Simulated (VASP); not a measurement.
Set up this calculation in VASP 6.6.1, as the native input.

| Property | Result |
| --- | --- |
| Task | single point |
| Functional | PBE |
| Potentials or basis | VASP PAW PBE potentials, release 64 (P) |
| Cutoff | 520 eV |
| k mesh | 4 × 4 × 4 |
| Occupations | gaussian, width 0.1 eV |
| Spin | no spin polarisation |
| Dipole correction | no |
| Further INCAR settings | ALGO = Normal; EDIFF = 1e-07; NBANDS = 14 |

The structure of P lies in POSCAR:

```
P
1.0
    0.0000000000      2.9509320105      2.6620331297
    3.3756413433      0.0000000000      2.6620331297
    3.3756413433      2.9509320105      0.0000000000
P
3
Direct
    0.3139521121      0.6656156985      0.6860478879
    0.6656156985      0.3139521121      0.3343843015
    0.8537621894      0.8537621894      0.1462378106
```

The cell was built by a generator and needn't be a form met in nature.

The cell isn't the ideal one: random cell with space group Fmm2 (No. 42).

These files were run (other wordings do the same):

INCAR

```
SYSTEM = P
ALGO = Normal
EDIFF = 1E-7
ENCUT = 520
GGA = PE
ISIF = 2
ISMEAR = 0
LASPH = .True.
LCHARG = .False.
LREAL = .False.
LWAVE = .False.
NBANDS = 14
NELM = 60
PREC = Accurate
SIGMA = 0.1
```

KPOINTS

```
k-points
0
Gamma
  4 4 4
  0 0 0
```

Potentials or basis: VASP PAW PBE potentials, release 64 (P).

The run is started by

```console
$ cat potpaw_PBE.64/P/POTCAR > POTCAR
$ mpirun -np 1 vasp_std > vasp.out
```

Results of the run:

| Item | Value |
| --- | --- |
| Pressure | -0.3 GPa |
| Largest force | 0.074 eV/Å |
| Band gap on the k mesh | none (metal or under the smearing width) |

Caveat: the k mesh is coarse (spacing up to 0.46 Å⁻¹), so the values aren't converged.

Wall time 14 s on 1 thread of AMD EPYC 7R13 Processor (Zen 3), with other jobs on the host, peak memory 0.14 GiB.
